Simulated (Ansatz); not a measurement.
## Point defect: N interstitial in AlN

All numbers below come from Ansatz 0.2.0, DFT PBE, scalar-relativistic, plane waves, PAW. Run with 420 eV cutoff, 4×4×4 k-mesh, Gaussian smearing of 0.01 eV, collinear spin in charge 0, -2 alone.

Host crystal, relaxed:

```xyz
4
Lattice="3.1302 0.0000 0.0000 -1.5651 2.7108 0.0000 0.0000 0.0000 5.0180" Properties=species:S:1:pos:R:3 pbc="T T T"
Al    1.5651    0.9036    2.5052
Al    0.0000    1.8072    5.0142
N     1.5651    0.9036    4.4197
N     0.0000    1.8072    1.9107
```

Supercell of 16 atoms, rows in host cell vectors: 0 0 1; -2 -2 0; 2 0 0. Atoms relax at the host's cell, keeping the symmetry that the supercell leaves at the site. The cell is small, so energies carry finite-size errors of tenths of an eV. The host's Kohn–Sham gap is 4.03 eV. Atoms are taken from and returned to the elements' standard states. Charged cells are corrected for image charges with the computed static dielectric tensor (mean 8.8) and aligned with the host's potential at far atoms (alignment terms reach 2.00 eV; the program doubts the alignment in some charges, where it is up to 2.00 eV). No band-filling term is added, and the Fermi level counts from the host's valence band top.

Defect: N interstitial set at (0.000, 0.000, 0.208) of the host cell. Before relaxation its nearest neighbours are 3 N at 2.00 Å, 3 Al at 2.09 Å, 3 Al at 2.32 Å.

```tsv
charge	E_f at the valence band top (eV)	over the neutral state (eV)	moment (μB)	largest move (Å)	atoms near the site
0	7.74	0.00	3.00	0.21	3 Al at 1.98 Å, 3 N at 2.21 Å, 3 N at 2.38 Å
-1	9.83	2.09	0.00	0.33	3 Al at 1.86 Å, 3 N at 2.34 Å, 3 N at 2.35 Å
-2	11.68	3.94	0.12	0.38	3 Al at 1.86 Å, 3 N at 2.33 Å
```

Among the charges computed the stable one is 0 at the valence band top, changing to -2 at 1.97 eV. In charge -1, -2 the cell has partly filled bands: a level of the defect may be part filled, the carrier may sit in the host's bands, or levels may cross between the k points, so transitions that involve it are doubtful. Other sites of the defect weren't tried. Fractional moments come from partly filled bands of the small cell.